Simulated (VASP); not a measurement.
# Pm (Fm-3m) in VASP: further runs

Runs on Pm. Level: LDA. Tasks: single point.

All numbers are computed with VASP 6.6.1; they aren't measurements. Logs are shortened: lines on timing, memory, paths and dates and some standing lists are left out, and cuts for length are marked.

## (1) The crystal as given

The structure is cubic, space group Fm-3m (No. 225). Conventional cell: a = 5.168 Å, b = 5.168 Å, c = 5.168 Å, α = 90.00°, β = 90.00°, γ = 90.00°. Pm (site symmetry m-3m) is surrounded by 12 Pm at 3.65 Å.

This isn't the form of Pm at room conditions, which is double hcp.

## (2) Single point, LDA, collinear spin, ferromagnetic start

The input, INCAR:

```
PREC     = Accurate       # precision mode
ENCUT    = 400            # plane-wave cutoff, eV
EDIFF    = 1E-6           # SCF threshold, eV
ISMEAR   = -1             # smearing method
SIGMA    = 0.2            # smearing width, eV
LREAL    = F              # projectors in reciprocal space
LASPH    = T              # aspherical terms in the spheres
NELM     = 100            # most SCF steps
ALGO     = Normal         # electronic algorithm
ISIF     = 2              # what is computed and relaxed
LWAVE    = F              # write WAVECAR
LCHARG   = F              # write CHGCAR
ISPIN    = 2              # spin polarisation
MAGMOM   = 4              # initial moments
LORBIT   = 11             # projections on sites
LMAXMIX  = 6              # l up to which the mixer works
GGA      = CA             # functional
NBANDS   = 18             # bands
ADDGRID  = F
```

The input, KPOINTS:

```
Automatic mesh
0
Gamma
  2 2 2
```

The input, POSCAR:

```
Pm
1.0
    0.0000000000      2.5841748100      2.5841748100
    2.5841748100      0.0000000000      2.5841748100
    2.5841748100      2.5841748100      0.0000000000
Pm
1
Direct
    0.0000000000      0.0000000000      0.0000000000
```

Potentials or basis: VASP PAW PBE potentials, release 64 (Pm).

Run with:

```console
cat potpaw_PBE.64/Pm/POTCAR > POTCAR
mpirun -np 1 vasp_std > vasp.out
```

OUTCAR:

```text
PREC = Accurate
   ENCUT = 400
   EDIFF = 1E-6
   ISMEAR = -1
   LREAL = F
   LASPH = T
   NELM = 100
   ISIF = 2
   ISPIN = 2
   LORBIT = 11
   GGA = CA

 Found      3 irreducible k-points:

 Following reciprocal coordinates:
            Coordinates               Weight
  0.000000  0.000000  0.000000      1.000000
  0.500000  0.000000  0.000000      4.000000
  0.500000  0.500000  0.000000      3.000000
   k-points           NKPTS =      3   k-points in BZ     NKDIM =      3   number of bands    NBANDS=     18
   number of dos      NEDOS =    301   number of ions     NIONS =      1
   total plane-waves  NPLWV =  13824
   dimension x,y,z NGX =    24 NGY =   24 NGZ =   24
   dimension x,y,z NGXF=    48 NGYF=   48 NGZF=   48
   ions per type =               1
   NGX,Y,Z   is equivalent  to a cutoff of  10.92, 10.92, 10.92 a.u.
   NGXF,Y,Z  is equivalent  to a cutoff of  21.84, 21.84, 21.84 a.u.
 SYSTEM =  unknown system
   PREC   = accura    normal or accurate (medium, high low for compatibility)
   ISTART =      0    job   : 0-new  1-cont  2-samecut
   ICHARG =      2    charge: 1-file 2-atom 10-const
   ISPIN  =      2    spin polarized calculation?
   LNONCOLLINEAR =      F non collinear calculations
   LSORBIT =      F    spin-orbit coupling
   LASPH  =      T    aspherical Exc in radial PAW
   ENCUT  =  400.0 eV  29.40 Ry    5.42 a.u.   5.96  5.96  5.96*2*pi/ulx,y,z
   NELM   =    100;   NELMIN=  2; NELMDL= -5     # of ELM steps
   EDIFF  = 0.1E-05   stopping-criterion for ELM
   LREAL  =      F    real-space projection
   EDIFFG = 0.1E-04   stopping-criterion for IOM
   NSW    =      0    number of steps for IOM
   IBRION =     -1    ionic relax: 0-MD 1-quasi-New 2-CG
   NFREE  =      0    steps in history (QN), initial steepest desc. (CG)
   ISIF   =      2    stress and relaxation
   ISYM   =      2    0-nonsym 1-usesym 2-fastsym
   POTIM  = 0.5000    time-step for ionic-motion
   TEBEG  =    0.0;   TEEND  =   0.0 temperature during run
   PSTRESS=    0.0 pullay stress
   NELECT =      15.0000    total number of electrons
   NUPDOWN=      -1.0000    fix difference up-down
   EMIN   =  10.00;   EMAX   =-10.00  energy-range for DOS
   EFERMI =   0.00;   METHOD = LEGACY
   ISMEAR =    -1;   SIGMA  =   0.20  broadening in eV -4-tet -1-fermi 0-gaus
   EFERMI_NEDOS =   21; number of points for ismear=-14 and -15
   IALGO  =     38    algorithm
   IMIX   =      4    mixing-type and parameters
     AMIX     =   0.40;   BMIX     =  1.00
     AMIX_MAG =   1.60;   BMIX_MAG =  1.00
  volume/ion in A,a.u.               =      34.51       232.91
  Fermi-wavevector in a.u.,A,eV,Ry     =   1.240052  2.343359 20.922086  1.537730
  Thomas-Fermi vector in A             =   2.374509
   LORBIT       =     11    0 simple, 1 ext, 2 COOP (PROOUT), +10 PAW based schemes
   GGA     = CA    functional components
   LHFCALC =     F    Hartree Fock is set to
   AEXX    =    0.0000 exact exchange contribution
   IVDW    =     0    specifies the selected vdW correction
   LEPSILON=     F    determine dielectric tensor
   LRPA    =     F    only Hartree local field effects (RPA)
 spin polarized calculation
  energy-cutoff  :      400.00
  volume of cell :       34.51
 maximum number of plane-waves:       636
 NGX is ok and might be reduce to    24

 number of electron      14.9999999 magnetization       4.6118769

 Free energy of the ion-electron system (eV)
  ---------------------------------------------------
  ext. energy  EPLUGINS =         0.00000000
  ---------------------------------------------------
  free energy    TOTEN  =        -9.95146692 eV

  energy without entropy =       -8.99997580  energy(sigma->0) =       -9.47572136

 E-fermi :   5.0401     XC(G=0): -10.0766

 val. band max:        5.0230906936   @ k =   0.5000   0.0000   0.0000
 cond. band min:       5.0830096303   @ k =   0.0000   0.0000   0.0000
 fundamental gap:      0.0599189367
 Fermi energy:         5.0400782809

 spin component 1

 k-point     1 :       0.0000    0.0000    0.0000
  band No.  band energies     occupation
      1     -33.1193      1.00000
      2     -13.0701      1.00000
      3     -13.0701      1.00000
      4     -13.0701      1.00000
      5       1.5636      1.00000
      6       4.6439      0.87877
      7       4.8230      0.74751
      8       4.8230      0.74751
      9       4.8230      0.74751
     10       5.0830      0.44654
     11       5.0830      0.44654
     12       5.0830      0.44654
     13       7.3635      0.00001
     14       7.3635      0.00001
     15       7.3635      0.00001
     16       9.7044      0.00000
     17       9.7044      0.00000
     18      15.0433      0.00000

 k-point     2 :       0.5000    0.0000    0.0000
  band No.  band energies     occupation
      1     -33.0082      1.00000
      2     -14.0822      1.00000
      3     -13.2010      1.00000
      4     -13.2010      1.00000
      5       3.7506      0.99842
      6       4.6726      0.86263
      7       4.8257      0.74498
      8       4.8257      0.74498
      9       4.9417      0.62056
     10       5.0231      0.52122
     11       5.0231      0.52122
     12       5.0918      0.43565
     13       7.1504      0.00003
     14       7.1504      0.00003
     15       7.6092      0.00000
     16      11.5652      0.00000
     17      11.5652      0.00000
     18      14.6153      0.00000

 k-point     3 :       0.5000    0.5000    0.0000
  band No.  band energies     occupation
      1     -32.9720      1.00000
      2     -14.0132      1.00000
      3     -13.4303      1.00000
      4     -13.4303      1.00000
      5       3.7179      0.99866
      6       4.4989      0.93738
      7       4.8486      0.72264
      8       4.8697      0.70091
      9       4.8698      0.70091
     10       4.9006      0.66759
     11       4.9867      0.56635
     12       4.9867      0.56635
     13       5.0137      0.53290
     14       9.2172      0.00000
     15      11.5732      0.00000
     16      12.1437      0.00000
     17      12.1437      0.00000
     18      14.5183      0.00000
 Fermi energy:         5.0400782809

 spin component 2

 k-point     1 :       0.0000    0.0000    0.0000
  band No.  band energies     occupation
      1     -31.2604      1.00000
      2     -11.6087      1.00000
      3     -11.6087      1.00000
      4     -11.6087      1.00000
      5       1.9782      1.00000
      6       7.2832      0.00001
      7       7.6010      0.00000
      8       7.6010      0.00000
      9       7.6010      0.00000
     10       7.9848      0.00000
     11       7.9848      0.00000
     12       7.9848      0.00000
     13       8.0106      0.00000
     14       8.0106      0.00000
     15       8.0106      0.00000
     16      10.4313      0.00000
     17      10.4313      0.00000
     18      15.7167      0.00000

 k-point     2 :       0.5000    0.0000    0.0000
  band No.  band energies     occupation
      1     -31.1305      1.00000
      2     -12.7645      1.00000
      3     -11.7557      1.00000
      4     -11.7557      1.00000
      5       4.2217      0.98357
      6       7.2270      0.00002
      7       7.5661      0.00000
      8       7.6208      0.00000
      9       7.6208      0.00000
     10       7.7249      0.00000
     11       7.7249      0.00000
     12       7.9267      0.00000
     13       7.9267      0.00000
     14       8.0230      0.00000
     15       8.5039      0.00000
     16      12.4120      0.00000
     17      12.4120      0.00000
     18      15.3117      0.00000

 k-point     3 :       0.5000    0.5000    0.0000
  band No.  band energies     occupation
      1     -31.0881      1.00000
      2     -12.6819      1.00000
      3     -12.0173      1.00000
      4     -12.0173      1.00000
      5       4.1004      0.99097
      6       4.9995      0.55058
      7       7.6315      0.00000
      8       7.6553      0.00000
      9       7.6553      0.00000
     10       7.6722      0.00000
     11       7.8729      0.00000
     12       7.8729      0.00000
     13       7.9145      0.00000
     14       9.9814      0.00000
     15      12.4125      0.00000
     16      13.0482      0.00000
     17      13.0482      0.00000
     18      15.1630      0.00000

------------------------ aborting loop because EDIFF is reached ----------------------------------------

  FORCE on cell =-STRESS in cart. coord.  units (eV):
  Direction    XX          YY          ZZ          XY          YZ          ZX
  --------------------------------------------------------------------------------------
  -------------------------------------------------------------------------------------
  Total       -3.5817314     -3.5817314     -3.5817314      0.0000000      0.0000000      0.0000000
  in kB     -166.2677177   -166.2677177   -166.2677177      0.0000000      0.0000000      0.0000000
  external PRESSURE =    -166.2677177 kB  Pullay stress =       0.0000000 kB

 VOLUME and BASIS-vectors are now :
 -----------------------------------------------------------------------------
  energy-cutoff  :      400.00
  volume of cell :       34.51
      direct lattice vectors                 reciprocal lattice vectors
     0.000000000  2.584174810  2.584174810    -0.193485363  0.193485363  0.193485363
     2.584174810  0.000000000  2.584174810     0.193485363 -0.193485363  0.193485363
     2.584174810  2.584174810  0.000000000     0.193485363  0.193485363 -0.193485363

 POSITION                                       TOTAL-FORCE (eV/Angst)
 -----------------------------------------------------------------------------------
      0.00000      0.00000      0.00000         0.000000      0.000000      0.000000
 -----------------------------------------------------------------------------------
    total drift:                                0.000000      0.000000      0.000000

  FREE ENERGIE OF THE ION-ELECTRON SYSTEM (eV)
  ---------------------------------------------------
  free  energy   TOTEN  =        -9.9514669165 eV

  energy  without entropy=       -8.9999757974  energy(sigma->0) =       -9.47572136

 total charge

# of ion       s       p       d       f       tot
--------------------------------------------------
    1        2.042   5.422   0.619   4.288  12.370

 magnetization (x)

# of ion       s       p       d       f       tot
--------------------------------------------------
    1       -0.006   0.008   0.072   4.287   4.361
```

It took 3.3 s on 1 thread of Intel Xeon 6975P-C (Granite Rapids), shared host; peak memory 0.13 GiB.

These settings aren't checked as converged: the numbers below hold their error.

Results:

* Free energy: -9.9515 eV
* Pressure: -16.6 GPa
* Band gap on the k mesh: none (metal or under the smearing width)
* Net moment: 4.61 μB per cell
* Site moments: Pm +4.36 μB
* Valence electrons inside the program's atomic spheres: Pm 12.37

Caveat: the k mesh is coarse (spacing up to 1.05 Å⁻¹), so the values aren't converged; the cutoff is under 1.25 times the usual one of these potentials, so pressure, stress and relaxed cells hold a basis-set (Pulay) error; the magnetic or orbital state may not be the lowest; the PAW data sets were made with another functional, which shifts forces and pressure a little; spin-orbit coupling is left out, which moves the levels of the heavy elements.

## (3) Single point, LDA, collinear spin, ferromagnetic start

This run uses another cell than the first one, of the same volume but with other edges.

INCAR is that of step 2.

KPOINTS is that of step 2.

The input, POSCAR:

```
Pm
1.0
   -0.0555010000      2.5655700000      2.5293400000
    2.5242190000     -0.0080540000      2.4818930000
    2.6229240000      2.6168280000     -0.1067590000
Pm
1
Direct
    0.0077670000      0.0042080000     -0.0216400000
```

Potentials or basis: VASP PAW PBE potentials, release 64 (Pm).

Run with:

```console
cat potpaw_PBE.64/Pm/POTCAR > POTCAR
mpirun -np 1 vasp_std > vasp.out
```

Run time: 4.8 s. Hardware: 1 thread of Intel Xeon 6975P-C (Granite Rapids), shared host; peak memory 0.13 GiB.

These settings aren't checked as converged: the numbers below hold their error.

What came out:

- Free energy: -9.9327 eV
- Pressure: -16.0 GPa
- Band gap on the k mesh: none (metal or under the smearing width)
- Net moment: 4.61 μB per cell
- Site moments: Pm +4.36 μB
- Valence electrons inside the program's atomic spheres: Pm 12.37

Caveat: the k mesh is coarse (spacing up to 1.07 Å⁻¹), so the values aren't converged; the cutoff is under 1.25 times the usual one of these potentials, so pressure, stress and relaxed cells hold a basis-set (Pulay) error; the magnetic or orbital state may not be the lowest; the PAW data sets were made with another functional, which shifts forces and pressure a little; spin-orbit coupling is left out, which moves the levels of the heavy elements.

## (4) For comparison

An earlier run on the cell as given: functional PBE; potentials or basis VASP PAW PBE potentials, release 64 (Pm); cutoff 520 eV; k mesh 9 × 9 × 9; occupations fermi-dirac, width 0.05 eV; collinear spin, ferromagnetic start; starting moments [4.0] μB.

- Pressure: 1.1 GPa
- Band gap on the k mesh: none (metal or under the smearing width)
- Net moment: 5.45 μB per cell
- Site moments: Pm +4.67 μB
- Valence electrons inside the program's atomic spheres: Pm 12.42
